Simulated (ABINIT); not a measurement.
Crystal: Co.

```
CELL_PARAMETERS angstrom
2.47200 0.00000 0.00000
-1.23600 2.14081 0.00000
0.00000 0.00000 4.02114
ATOMIC_POSITIONS crystal
Co 0.66667 0.33333 0.75000
Co 0.33333 0.66667 0.25000
```

- Program: ABINIT 10.8.3 (patched build)
- Task: relaxation of cell and atoms
- Functional: PBEsol
- Potentials or basis: JTH PAW PBE v2.0
- Cutoff: 707 eV
- k mesh: 10 × 10 × 6
- Occupations: fermi-dirac, width 0.05 eV
- Spin: collinear spin, ferromagnetic start
- Starting moments: [2.0, 2.0] μB

At the start: pressure -4.1 GPa; volume 10.64 Å³/atom.

Q: How do energy, volume and symmetry change on relaxing?

A: Over 5 steps the energy falls by 2.9 meV/atom and the volume is 10.45 Å³/atom (-1.8 %); space group P6_3/mmc (No. 194, to 0.05 Å); moment 3.26 μB per cell.

The path:
```
step  energy change (eV)  largest force (eV/Å)  pressure (GPa)  volume (Å³)
   1              0.0000                0.0000           -4.09        21.28
   2             -0.0049                0.0000           -1.25        21.01
   3             -0.0056                0.0000            0.14        20.89
   4             -0.0057                0.0000            0.16        20.89
   5             -0.0057                0.0000            0.02        20.90
```

Final structure:
```
CELL_PARAMETERS angstrom
2.46347 0.00000 0.00000
-1.23174 2.13343 0.00000
0.00000 0.00000 3.97677
ATOMIC_POSITIONS crystal
Co 0.66667 0.33333 0.75000
Co 0.33333 0.66667 0.25000
```

Caveat: the PAW data sets were made with another functional, which shifts forces and pressure a little.
